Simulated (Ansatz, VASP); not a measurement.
## Two plane-wave programs on HfB2

The input INCAR:

```
PREC = Accurate
ENCUT = 520
EDIFF = 1E-6
ISMEAR = 0
SIGMA = 0.1
LREAL = F
LASPH = T
NELM = 100
ALGO = Normal
ISIF = 2
LWAVE = F
LCHARG = F
GGA = PE
NBANDS = 15
```

KPOINTS

```
regular mesh
0
Gamma
  15 15 12
```

Contents of POSCAR:

```
HfB2
1.0
    3.1450633627      0.0000000000      0.0000000000
   -1.5725316813      2.7237047686      0.0000000000
    0.0000000000      0.0000000000      3.4872976848
Hf B
1 2
Direct
    0.0000000000      0.0000000000      0.0000000000
    0.3333333333      0.6666666667      0.5000000000
    0.6666666667      0.3333333333      0.5000000000
```

Input for Ansatz:

```yaml
crystal:
  lattice:
    - [3.1450633614, 0.0, 0.0]
    - [-1.5725316807, 2.7237047675, 0.0]
    - [0.0, 0.0, 3.4872976869]
  atoms:
    - { symbol: Hf, position: [0.0, 0.0, 0.0] }
    - { symbol: B, position: [0.3333333333, 0.6666666667, 0.5] }
    - { symbol: B, position: [0.6666666667, 0.3333333333, 0.5] }
basis:
  ecutwfc: 420
kpoints:
  mp_grid: { grid: [15, 15, 12] }
  band_path:
    path:
      - [[0.0, 0.0, 0.0], [0.5, 0.0, 0.0], [0.33333333, 0.33333333, 0.0], [0.0, 0.0, 0.0], [0.0, 0.0, 0.5], [0.5, 0.0, 0.5], [0.33333333, 0.33333333, 0.5], [0.0, 0.0, 0.5]]
      - [[0.5, 0.0, 0.5], [0.5, 0.0, 0.0]]
      - [[0.33333333, 0.33333333, 0.5], [0.33333333, 0.33333333, 0.0]]
    npoints: 14
hamiltonian:
  xc: pbe
scf:
  occupations: { method: gaussian, width: 0.1 }
  n_extra_bands: 7
output:
  forces: true
  stress: true
  eigenvalues: true
  populations: true
  dos: { projected: true, de: 0.02, nscf_kmesh: { grid: [23, 23, 18] } }
  bader: true
```

Alike in both runs: task single point; functional PBE; k mesh 15 × 15 × 12; occupations gaussian, width 0.1 eV; no spin polarisation.

|  | VASP | Ansatz |
| --- | --- | --- |
| version | VASP 6.6.1 | Ansatz 0.2.0 |
| potentials or method | VASP PAW PBE potentials, release 64 (Hf_pv, B) | scalar-relativistic, plane waves, PAW |
| plane-wave cutoff (eV) | 520 | 420 |
| valence electrons in the cell | 16 | 32 |

Ansatz gave:

| Property | Result |
| --- | --- |
| gap on the k mesh at the Fermi level (eV) | none |
| pressure (GPa) | 0.0 |
| largest component of the traceless stress (GPa) | 0.00 |

Task: What did VASP give for the same quantities?

Result: gap on the k mesh at the Fermi level (eV): none; pressure (GPa): -0.4; largest component of the traceless stress (GPa): 0.19.

A gap of «none» marks a metal or a gap that the smearing closes. The functional is the same, so the differences come from potentials, cutoffs and numerics. The two sets of potentials don't hold the same shells in valence.

The runs have no spin-orbit coupling, so splittings on Hf are missing.
